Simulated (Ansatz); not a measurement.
# P: how settings move the results

Aim, for P: see how the k-point mesh moves the results.

Method: DFT PBE, scalar-relativistic, plane waves, PAW, in Ansatz 0.2.0.

### 1 Starting point

It takes space group P2/m (No. 10, monoclinic). Conventional cell: a = 2.425 Å, b = 2.439 Å, c = 4.852 Å, α = 90.00°, β = 90.24°, γ = 90.00°. P (site symmetry m) has 6 P at 2.42 to 2.44 Å as nearest neighbours.

Cell or atoms stand a little off a more symmetric structure (Pm-3m at a tolerance of 0.3 Å), so results at this geometry aren't those of that ideal crystal.

Structure file:

```xyz
2
Lattice="2.4247 0.0000 0.0000 0.0000 2.4385 0.0000 -0.0203 0.0000 4.8524" Properties=species:S:1:pos:R:3 pbc="T T T"
P     2.4196    0.0000    1.2159
P    -0.0152    0.0000    3.6365
```

Source of the structure: the Materials Project (structure only). It is taken as it stands there.

### 2 The base run, which the others are set against

input.yaml

```yaml
crystal:
  lattice:
    - [2.4246941115, 0.0, 0.0]
    - [0.0, 2.4385351442, 0.0]
    - [-0.0203144631, 0.0, 4.8524328982]
  atoms:
    - { symbol: P, position: [0.99999997, 0.0, 0.25057464] }
    - { symbol: P, position: [3.0e-08, 0.0, 0.74942536] }
basis:
  ecutwfc: 420
kpoints:
  mp_grid: { grid: [18, 18, 10] }
hamiltonian:
  xc: pbe
scf:
  occupations: { method: gaussian, width: 0.1 }
output:
  forces: true
  stress: true
  eigenvalues: true
  populations: true
```

It was run beforehand and gave: -755.5763 eV/atom at zero smearing, pressure 2.57 GPa, largest force 0.005 eV/Å, no gap on the mesh, in 6 SCF cycles and 18 s.

### 3 K-point mesh set to 4×4×2

input.yaml

```yaml
crystal:
  lattice:
    - [2.4246941115, 0.0, 0.0]
    - [0.0, 2.4385351442, 0.0]
    - [-0.0203144631, 0.0, 4.8524328982]
  atoms:
    - { symbol: P, position: [0.99999997, 0.0, 0.25057464] }
    - { symbol: P, position: [3.0e-08, 0.0, 0.74942536] }
basis:
  ecutwfc: 420
kpoints:
  mp_grid: { grid: [4, 4, 2] }
hamiltonian:
  xc: pbe
scf:
  occupations: { method: gaussian, width: 0.1 }
output:
  forces: true
  stress: true
  eigenvalues: true
```

Launch:

```bash
> ansatz run input.yaml --threads 2 --pin off --max-ram 2560MiB --backend cpu --events-out ev --progress --plain --runs-dir out
```

### 4 K-point mesh set to 6×6×4

Changes to input.yaml since step 3:

```diff
@@ -11,3 +11,3 @@
 kpoints:
-  mp_grid: { grid: [4, 4, 2] }
+  mp_grid: { grid: [6, 6, 4] }
 hamiltonian:
```

### 5 K-point mesh set to 8×8×4

Changes to input.yaml since step 4:

```diff
@@ -11,3 +11,3 @@
 kpoints:
-  mp_grid: { grid: [6, 6, 4] }
+  mp_grid: { grid: [8, 8, 4] }
 hamiltonian:
```

### 6 K-point mesh set to 10×10×6

Changes to input.yaml since step 5:

```diff
@@ -11,3 +11,3 @@
 kpoints:
-  mp_grid: { grid: [8, 8, 4] }
+  mp_grid: { grid: [10, 10, 6] }
 hamiltonian:
```

### 7 K-point mesh: 12×12×6

Changes to input.yaml since step 6:

```diff
@@ -11,3 +11,3 @@
 kpoints:
-  mp_grid: { grid: [10, 10, 6] }
+  mp_grid: { grid: [12, 12, 6] }
 hamiltonian:
```

### 8 K-point mesh set to 14×14×8

Changes to input.yaml since step 7:

```diff
@@ -11,3 +11,3 @@
 kpoints:
-  mp_grid: { grid: [12, 12, 6] }
+  mp_grid: { grid: [14, 14, 8] }
 hamiltonian:
```

### 9 K-point mesh: 16×16×8

Changes to input.yaml since step 8:

```diff
@@ -11,3 +11,3 @@
 kpoints:
-  mp_grid: { grid: [14, 14, 8] }
+  mp_grid: { grid: [16, 16, 8] }
 hamiltonian:
```

### 10 K-point mesh: 22×22×12

Changes to input.yaml since step 9:

```diff
@@ -11,3 +11,3 @@
 kpoints:
-  mp_grid: { grid: [16, 16, 8] }
+  mp_grid: { grid: [22, 22, 12] }
 hamiltonian:
@@ -20 +20,5 @@
   eigenvalues: true
+  write_density: true
+  write_potential: true
+  elf: true
+  volumetric_format: npy
```

### 11 K-point mesh: 24×24×12

Changes to input.yaml since step 10:

```diff
@@ -11,3 +11,3 @@
 kpoints:
-  mp_grid: { grid: [22, 22, 12] }
+  mp_grid: { grid: [24, 24, 12] }
 hamiltonian:
@@ -20,5 +20 @@
   eigenvalues: true
-  write_density: true
-  write_potential: true
-  elf: true
-  volumetric_format: npy
```

### 12 K-point mesh set to 28×28×14

Changes to input.yaml since step 11:

```diff
@@ -11,3 +11,3 @@
 kpoints:
-  mp_grid: { grid: [24, 24, 12] }
+  mp_grid: { grid: [28, 28, 14] }
 hamiltonian:
```

(Steps that only read results are left out.)

What results come out of these runs, taken together?

**Answer**, as computed:

```
                                               quantity                                     value
k-point mesh: within 10 and 1 meV/atom of 28×28×14 from  14×14×8 for 10; none of the others for 1
```

What this shows: The energy still moves by 5.10 meV/atom between the last two values of the k-point mesh, so 1 meV/atom is not shown to be reached. The gaps on the coarsest meshes are artefacts of sampling: the crystal is a metal on the dense ones. The error changes sign along the series, since a k mesh isn't variational, and a metal needs dense meshes to resolve its Fermi surface. Forces stay within 0.01 eV/Å of the reference from 18×18×10 on.
